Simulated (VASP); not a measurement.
# TePb (Pm-3m) in VASP: notebook, part 2 of 2

VASP 6.6.1.

**3. Single point, r2SCAN**

The input, POSCAR:

```
TePb
1.0
    4.0022870000      0.0000000000      0.0000000000
    0.0000000000      4.0022870000      0.0000000000
    0.0000000000      0.0000000000      4.0022870000
Te Pb
1 1
Direct
    0.5000000000      0.5000000000      0.5000000000
    0.0000000000      0.0000000000      0.0000000000
```

The input, INCAR.step1:

```
SYSTEM = TePb
PREC     = Accurate       ! precision mode
ENCUT    = 520            ! plane-wave cutoff, eV
ISMEAR   = -1             ! smearing method
SIGMA    = 0.08           ! smearing width, eV
LREAL    = .False.        ! projectors in reciprocal space
LASPH    = .True.         ! aspherical terms in the spheres
NELM     = 60             ! most SCF steps
NBANDS   = 17             ! bands
GGA      = PE             ! functional
ALGO     = Normal         ! electronic algorithm
EDIFF    = 1E-4           ! SCF threshold, eV
LWAVE    = .True.         ! write WAVECAR
LCHARG   = .False.        ! write CHGCAR
```

The input, INCAR.step2:

```
SYSTEM = TePb
PREC     = Accurate       ! precision mode
ENCUT    = 520            ! plane-wave cutoff, eV
EDIFF    = 1E-7           ! SCF threshold, eV
ISMEAR   = -1             ! smearing method
SIGMA    = 0.08           ! smearing width, eV
LREAL    = .False.        ! projectors in reciprocal space
LASPH    = .True.         ! aspherical terms in the spheres
NELM     = 60             ! most SCF steps
ALGO     = Normal         ! electronic algorithm
ISIF     = 2              ! what is computed and relaxed
LWAVE    = .False.        ! write WAVECAR
LCHARG   = .True.         ! write CHGCAR
METAGGA  = R2SCAN         ! meta-GGA
LMIXTAU  = .True.       
LELF     = .True.         ! ELF
LVHAR    = .True.       
NBANDS   = 17             ! bands
ISTART   = 1
```

The input, KPOINTS:

```
regular mesh
0
Gamma
  10 10 10
  0 0 0
```

Potentials or basis: VASP PAW PBE potentials, release 64 (Te, Pb_d).

Launch:

```sh
$ cat potpaw_PBE.64/Te/POTCAR potpaw_PBE.64/Pb_d/POTCAR > POTCAR
$ cp INCAR.step1 INCAR
$ mpirun -np 1 vasp_std > vasp.out
$ cp INCAR.step2 INCAR
$ mpirun -np 1 vasp_std > vasp.out
```

OUTCAR:

```text
SYSTEM = TePb
   PREC = Accurate
   ENCUT = 520
   EDIFF = 1E-7
   ISMEAR = -1
   LREAL = .False.
   LASPH = .True.
   NELM = 60
   ISIF = 2
   METAGGA = R2SCAN
   ISTART = 1

 ion  position               nearest neighbor table
   1  0.500  0.500  0.500-   2 3.47   2 3.47   2 3.47   2 3.47   2 3.47   2 3.47   2 3.47   2 3.47

   2  0.000  0.000  0.000-   1 3.47   1 3.47   1 3.47   1 3.47   1 3.47   1 3.47   1 3.47   1 3.47

  LATTYP: Found a simple cubic cell.
 ALAT       =     4.0022870000

  Lattice vectors:

 A1 = (   4.0022870000,   0.0000000000,   0.0000000000)
 A2 = (   0.0000000000,   4.0022870000,   0.0000000000)
 A3 = (   0.0000000000,   0.0000000000,   4.0022870000)

Analysis of symmetry for initial positions (statically):
=====================================================================
 Subroutine PRICEL returns:
 Original cell was already a primitive cell.

 Routine SETGRP: Setting up the symmetry group for a
 simple cubic supercell.

 Subroutine GETGRP returns: Found 48 space group operations
 (whereof 48 operations were pure point group operations)
 out of a pool of 48 trial point group operations.

The static configuration has the point symmetry O_h .

Analysis of symmetry for dynamics (positions and initial velocities):
=====================================================================
 Subroutine PRICEL returns:
 Original cell was already a primitive cell.

 Routine SETGRP: Setting up the symmetry group for a
 simple cubic supercell.

 Subroutine GETGRP returns: Found 48 space group operations
 (whereof 48 operations were pure point group operations)
 out of a pool of 48 trial point group operations.

The dynamic configuration has the point symmetry O_h .

 Subroutine INISYM returns: Found 48 space group operations
 (whereof 48 operations are pure point group operations),
 and found     1 'primitive' translations

----------------------------------------------------------------------------------------

                                     Primitive cell

  volume of cell :      64.1098

  direct lattice vectors                    reciprocal lattice vectors
     4.002287000  0.000000000  0.000000000     0.249857144  0.000000000  0.000000000
     0.000000000  4.002287000  0.000000000     0.000000000  0.249857144  0.000000000
     0.000000000  0.000000000  4.002287000     0.000000000  0.000000000  0.249857144

  length of vectors
     4.002287000  4.002287000  4.002287000     0.249857144  0.249857144  0.249857144

  position of ions in fractional coordinates (direct lattice)
     0.500000000  0.500000000  0.500000000
     0.000000000  0.000000000  0.000000000

  ion indices of the primitive-cell ions
   primitive index   ion index
                 1           1
                 2           2

----------------------------------------------------------------------------------------

 KPOINTS: regular mesh

Automatic generation of k-mesh.
 Grid dimensions read from file:
 generate k-points for:   10   10   10

 Generating k-lattice:

  Cartesian coordinates                     Fractional coordinates (reciprocal lattice)
     0.024985714  0.000000000  0.000000000     0.100000000  0.000000000  0.000000000
     0.000000000  0.024985714  0.000000000     0.000000000  0.100000000  0.000000000
     0.000000000  0.000000000  0.024985714     0.000000000  0.000000000  0.100000000

  Length of vectors
     0.024985714  0.024985714  0.024985714

  Shift w.r.t. Gamma in fractional coordinates (k-lattice)
     0.000000000  0.000000000  0.000000000

 Subroutine IBZKPT returns following result:
 ===========================================

 Found     56 irreducible k-points:

 Following reciprocal coordinates:
            Coordinates               Weight
  0.000000  0.000000  0.000000      1.000000
  0.100000  0.000000  0.000000      6.000000
  0.200000  0.000000  0.000000      6.000000
  0.300000  0.000000  0.000000      6.000000
  0.400000  0.000000  0.000000      6.000000
  0.500000  0.000000  0.000000      3.000000
[... 16 lines left out ...]
  0.200000  0.100000  0.100000     24.000000
  0.300000  0.100000  0.100000     24.000000
 [... further k-points ...]
   k-points           NKPTS =     56   k-points in BZ     NKDIM =     56   number of bands    NBANDS=     17
   number of dos      NEDOS =    301   number of ions     NIONS =      2
   total plane-waves  NPLWV =  27000
   dimension x,y,z NGX =    30 NGY =   30 NGZ =   30
   dimension x,y,z NGXF=    60 NGYF=   60 NGZF=   60
   ions per type =               1   1
   NGX,Y,Z   is equivalent  to a cutoff of  12.46, 12.46, 12.46 a.u.
   NGXF,Y,Z  is equivalent  to a cutoff of  24.92, 24.92, 24.92 a.u.
 SYSTEM =  TePb
   PREC   = accura    normal or accurate (medium, high low for compatibility)
   ISTART =      1    job   : 0-new  1-cont  2-samecut
   ICHARG =      0    charge: 1-file 2-atom 10-const
   ISPIN  =      1    spin polarized calculation?
   LNONCOLLINEAR =      F non collinear calculations
   LSORBIT =      F    spin-orbit coupling
   LASPH  =      T    aspherical Exc in radial PAW
   ENCUT  =  520.0 eV  38.22 Ry    6.18 a.u.   7.44  7.44  7.44*2*pi/ulx,y,z
   NELM   =     60;   NELMIN=  2; NELMDL=  0     # of ELM steps
   EDIFF  = 0.1E-06   stopping-criterion for ELM
   LREAL  =      F    real-space projection
   EDIFFG = 0.1E-05   stopping-criterion for IOM
   NSW    =      0    number of steps for IOM
   IBRION =     -1    ionic relax: 0-MD 1-quasi-New 2-CG
   NFREE  =      0    steps in history (QN), initial steepest desc. (CG)
   ISIF   =      2    stress and relaxation
   ISYM   =      2    0-nonsym 1-usesym 2-fastsym
   POTIM  = 0.5000    time-step for ionic-motion
   TEBEG  =    0.0;   TEEND  =   0.0 temperature during run
   PSTRESS=    0.0 pullay stress
   NELECT =      20.0000    total number of electrons
   NUPDOWN=      -1.0000    fix difference up-down
   EMIN   =  10.00;   EMAX   =-10.00  energy-range for DOS
   EFERMI =   0.00;   METHOD = LEGACY
   ISMEAR =    -1;   SIGMA  =   0.08  broadening in eV -4-tet -1-fermi 0-gaus
   EFERMI_NEDOS =   21; number of points for ismear=-14 and -15
   IALGO  =     38    algorithm
   IMIX   =      4    mixing-type and parameters
     AMIX     =   0.40;   BMIX     =  1.00
     AMIX_MAG =   1.60;   BMIX_MAG =  1.00
  volume/ion in A,a.u.               =      32.05       216.32
  Fermi-wavevector in a.u.,A,eV,Ry     =   1.110307  2.098177 16.773027  1.232783
  Thomas-Fermi vector in A             =   2.246857
   LORBIT       =      0    0 simple, 1 ext, 2 COOP (PROOUT), +10 PAW based schemes
   METAGGA = R2SCAN    functional components
   LHFCALC =     F    Hartree Fock is set to
   AEXX    =    0.0000 exact exchange contribution
   IVDW    =     0    specifies the selected vdW correction
   LEPSILON=     F    determine dielectric tensor
   LRPA    =     F    only Hartree local field effects (RPA)
 non-spin polarized calculation
  energy-cutoff  :      520.00
  volume of cell :       64.11
 maximum number of plane-waves:      1751
 NGX is ok and might be reduce to    30
   NGX = 15   NGY = 15   NGZ = 15

 number of electron      20.0000009 magnetization

 Free energy of the ion-electron system (eV)
  ---------------------------------------------------
  ext. energy  EPLUGINS =         0.00000000
  ---------------------------------------------------
  free energy    TOTEN  =       -82.16168326 eV

  energy without entropy =      -82.13788721  energy(sigma->0) =      -82.14978523

 E-fermi :   6.2096     XC(G=0): -10.1742

 val. band max:        6.1809321735   @ k =   0.4000   0.3000   0.0000
 cond. band min:       6.2982895185   @ k =   0.5000   0.3000   0.0000
 fundamental gap:      0.1173573450
 Fermi energy:         6.2096438811

 k-point     1 :       0.0000    0.0000    0.0000
  band No.  band energies     occupation
      1     -11.5846      2.00000
      2     -11.5846      2.00000
      3     -11.5001      2.00000
      4     -11.5001      2.00000
      5     -11.5001      2.00000
      6      -6.3413      2.00000
[... 9 lines left out ...]
     16      17.1910      0.00000
     17      17.7642      0.00000
[... 441 lines left out ...]
 k-point    24 :       0.3000    0.1000    0.1000
  band No.  band energies     occupation
      1     -11.5723      2.00000
      2     -11.5354      2.00000
      3     -11.5215      2.00000
      4     -11.5194      2.00000
      5     -11.5034      2.00000
      6      -5.4730      2.00000
[... 9 lines left out ...]
     16      15.6169      0.00000
     17      15.7580      0.00000

 [... further k-points ...]

------------------------ aborting loop because EDIFF is reached ----------------------------------------

  FORCE on cell =-STRESS in cart. coord.  units (eV):
  Direction    XX          YY          ZZ          XY          YZ          ZX
  --------------------------------------------------------------------------------------
  -------------------------------------------------------------------------------------
  Total       -0.1844635     -0.1844635     -0.1844635      0.0000000      0.0000000     -0.0000000
  in kB       -4.6099507     -4.6099507     -4.6099507      0.0000000      0.0000000     -0.0000000
  external PRESSURE =      -4.6099507 kB  Pullay stress =       0.0000000 kB

 VOLUME and BASIS-vectors are now :
 -----------------------------------------------------------------------------
  energy-cutoff  :      520.00
  volume of cell :       64.11
      direct lattice vectors                 reciprocal lattice vectors
     4.002287000  0.000000000  0.000000000     0.249857144  0.000000000  0.000000000
     0.000000000  4.002287000  0.000000000     0.000000000  0.249857144  0.000000000
     0.000000000  0.000000000  4.002287000     0.000000000  0.000000000  0.249857144

 POSITION                                       TOTAL-FORCE (eV/Angst)
 -----------------------------------------------------------------------------------
      2.00114      2.00114      2.00114         0.000000      0.000000      0.000000
      0.00000      0.00000      0.00000         0.000000      0.000000      0.000000
 -----------------------------------------------------------------------------------
    total drift:                                0.000000     -0.000000     -0.000000

  FREE ENERGIE OF THE ION-ELECTRON SYSTEM (eV)
  ---------------------------------------------------
  free  energy   TOTEN  =       -82.1616832611 eV

  energy  without entropy=      -82.1378872077  energy(sigma->0) =      -82.14978523
```

Run time: 2.6 min. Hardware: 1 thread of Intel Xeon Platinum 8488C (Sapphire Rapids), shared host; peak memory 0.21 GiB.

What came out:

```yaml
Free_energy: -82.1617 eV
Pressure: -0.5 GPa
Band_gap_on_the_k_mesh: none (metal or under the smearing width)
```

Caveat: the PAW data sets were made with another functional, which shifts forces and pressure a little. Spin-orbit coupling is left out, which matters for the levels of Pb, Te.

**4. Single point, PBE (atom 1 (Te) moved by [0.021213, 0.021213, 0.0] A)**

The input, INCAR:

```
SYSTEM = TePb
  ALGO = Fast
  EDIFF = 1E-6
  ENCUT = 520
  GGA = PE
  ISIF = 2
  ISMEAR = -1
  LASPH = .True.
  LCHARG = .False.
  LREAL = .False.
  LWAVE = .False.
  NBANDS = 17
  NELM = 100
  PREC = Accurate
  SIGMA = 0.08
```

The input, KPOINTS:

```
k-points
0
Gamma
  10 10 10
  0 0 0
```

POSCAR: that of step 3 with these lines changed.

```diff
@@ -8,3 +8,3 @@
 Direct
-    0.5000000000      0.5000000000      0.5000000000
+    0.5053002196      0.5053002196      0.5000000000
     0.0000000000      0.0000000000      0.0000000000
```

Launch:

```sh
$ cat potpaw_PBE.64/Te/POTCAR potpaw_PBE.64/Pb_d/POTCAR > POTCAR
$ mpirun -np 1 vasp_std > vasp.out
```

It took 2.8 min on 1 thread of Intel Xeon Platinum 8488C (Sapphire Rapids), shared host; peak memory 0.32 GiB.

Results (log left out):

```yaml
Free_energy: -7.0802 eV
Pressure: -0.3 GPa
Largest_force: 0.011 eV/Å
Band_gap_on_the_k_mesh: none (metal or under the smearing width)
```

Forces in eV/Å, atoms in the order of the input:
```
Te   0.008  0.008  0.000
Pb  -0.008 -0.008  0.000
```

Levels at points of the mesh, in eV from the Fermi level:
```tsv
k point	band 6	band 7	band 8	band 9	band 10	band 11	band 12	band 13	band 14	band 15
(0.00, 0.00, 0.00)	-12.10	-6.70	-1.50	-1.50	-1.50	4.07	4.08	5.32	5.32	5.32
(0.50, 0.00, 0.00)	-10.77	-8.97	-0.71	-0.10	-0.10	0.27	2.41	2.41	5.41	6.88
(0.00, 0.00, 0.50)	-10.77	-8.97	-0.71	-0.10	-0.10	0.28	2.41	2.41	5.41	6.88
(0.50, 0.50, 0.00)	-10.04	-7.83	-4.32	-4.31	0.28	3.60	3.78	3.78	6.09	6.94
(0.00, 0.50, 0.50)	-10.04	-7.83	-4.32	-4.32	0.28	3.60	3.78	3.78	6.09	6.94
(0.50, 0.50, 0.50)	-9.67	-7.08	-2.41	-2.41	-2.41	-0.96	-0.95	-0.95	13.62	13.62
```

**5. Single point, PBE (equal xy, yz and zx shear strains of +1.5 %)**

The input, INCAR:

```
SYSTEM = TePb
ALGO = Normal ; EDIFF = 1E-6
ENCUT = 520 ; GGA = PE
ISIF = 2 ; ISMEAR = -1
LASPH = .TRUE. ; LCHARG = .FALSE.
LREAL = .FALSE. ; LWAVE = .FALSE.
NBANDS = 17 ; NELM = 100
PREC = Accurate ; SIGMA = 0.08
```

The input, KPOINTS:

```
k-points
0
G
  10 10 10
  0 0 0
```

The input, POSCAR:

```
TePb
1.0
    4.0022870000      0.0300171525      0.0300171525
    0.0300171525      4.0022870000      0.0300171525
    0.0300171525      0.0300171525      4.0022870000
Te Pb
1 1
Direct
    0.5000000000      0.5000000000      0.5000000000
    0.0000000000      0.0000000000      0.0000000000
```

Launch:

```sh
$ cat potpaw_PBE.64/Te/POTCAR potpaw_PBE.64/Pb_d/POTCAR > POTCAR
$ mpirun -np 1 vasp_std > vasp.out
```

Wall time 91 s (1 thread of Intel Xeon Platinum 8488C (Sapphire Rapids), shared host); peak memory 0.26 GiB.

The run converged. Its results:

* Free energy: -7.0787 eV
* Pressure: -0.3 GPa
* Band gap on the k mesh: none (metal or under the smearing width)

Stress tensor (GPa, compression positive):
```
-0.26 -0.13 -0.13
-0.13 -0.26 -0.13
-0.13 -0.13 -0.26
```

Levels at points of the mesh, in eV from the Fermi level:
```tsv
k point	band 6	band 7	band 8	band 9	band 10	band 11	band 12	band 13	band 14	band 15
(0.00, 0.00, 0.00)	-12.10	-6.70	-1.56	-1.56	-1.38	4.09	4.09	5.13	5.41	5.41
(0.50, 0.00, 0.00)	-10.77	-8.97	-0.71	-0.13	-0.05	0.27	2.35	2.46	5.42	6.89
(0.50, 0.50, 0.00)	-10.04	-7.82	-4.33	-4.30	0.27	3.51	3.83	3.84	6.06	6.92
(0.50, 0.50, 0.50)	-9.67	-7.08	-2.44	-2.39	-2.39	-1.01	-0.92	-0.92	13.43	13.71
```

Spin-orbit coupling is left out, which matters for the levels of Pb, Te.

**6. Overview**

```tsv
level	potentials or basis	cell	gap on the mesh (eV)	pressure (GPa)
LDA	VASP PAW LDA potentials, release 64 (Te, Pb_d)	as given	none	-4.1
r2SCAN	VASP PAW PBE potentials, release 64 (Te, Pb_d)	as given	none	-0.5
PBE	VASP PAW PBE potentials, release 64 (Te, Pb_d)	atom 1 (Te) moved by [0.021213, 0.021213, 0.0] A	none	-0.3
PBE	VASP PAW PBE potentials, release 64 (Te, Pb_d)	equal xy, yz and zx shear strains of +1.5 %	none	-0.3
```

Alike in all rows: task single point; no spin polarisation; k mesh 10 × 10 × 10; cutoff (eV) 520; smearing fermi-dirac 0.08 eV.

Caveats: the PAW data sets were made with another functional, which shifts forces and pressure a little (some runs).

Total energies depend on the potentials used, so only differences within one code and one set of settings carry meaning.
